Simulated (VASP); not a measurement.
A run of VASP 6.6.1 is set up as follows.

File INCAR:

```
PREC = Accurate ; ENCUT = 520
EDIFF = 1E-7 ; ISMEAR = 0
SIGMA = 0.05 ; LREAL = F
LASPH = T ; NELM = 60
ALGO = Fast ; ISIF = 2
LWAVE = F ; LCHARG = T
LDIPOL = T ; IDIPOL = 3
DIPOL = 0.5 0.5 0.500 ; GGA = PS
LVHAR = T ; LVACPOTAV = T
KPAR = 8
```

The input KPOINTS:

```
Automatic mesh
0
Gamma
  6 10 1
```

POSCAR

```
C                                       
1.0
    5.0441320810      0.0000000000      0.0000000000
    0.0000000000      2.5220660410      0.0000000000
    0.0000000000      0.0000000000     23.6251650000
  C             
    20
Direct
     0.3634362956857502    0.0000000000000000    0.3381613995935871
     0.2683241026548882    0.5000000000000000    0.3666773982447942
     0.0000000000000000    0.5000000000000000    0.4000049640292987
     0.0000000000000000    0.0000000000000000    0.4396498493854676
     0.2407606856665163    0.0000000000000000    0.4812078220115803
     0.2407606856665163    0.5000000000000000    0.5187921779884196
     0.0000000000000000    0.5000000000000000    0.5603501506145325
     0.0000000000000000    0.0000000000000000    0.5999950359707013
     0.2683241026548882    0.0000000000000000    0.6333226017552059
     0.3634362956857502    0.5000000000000000    0.6618386004064130
     0.6365637043142501    0.0000000000000000    0.3381613995935871
     0.7316758973451117    0.5000000000000000    0.3666773982447942
     0.5000000000000000    0.5000000000000000    0.4118757703022009
     0.5000000000000000    0.0000000000000000    0.4474028162226354
     0.7592393143334838    0.0000000000000000    0.4812078220115803
     0.7592393143334838    0.5000000000000000    0.5187921779884196
     0.5000000000000000    0.5000000000000000    0.5525971837773647
     0.5000000000000000    0.0000000000000000    0.5881242296977991
     0.7316758973451118    0.0000000000000000    0.6333226017552059
     0.6365637043142501    0.5000000000000000    0.6618386004064130
```

Potentials or basis: VASP PAW PBE potentials, release 64 (C).

Run with:

```sh
$ cat potpaw_PBE.64/C/POTCAR > POTCAR
$ mpirun -np 8 vasp_std > vasp.out
```

(1) Predict the ionisation potential of the upper face.

(2) Estimate the largest force.

(3) What does it give for the band gap on the k mesh?

Results:

(1) 5.63 eV.

(2) 0.013 eV/Å.

(3) 1.27 eV, indirect (least direct gap 2.00 eV).

Caveat: the PAW data sets were made with another functional, which shifts forces and pressure a little.
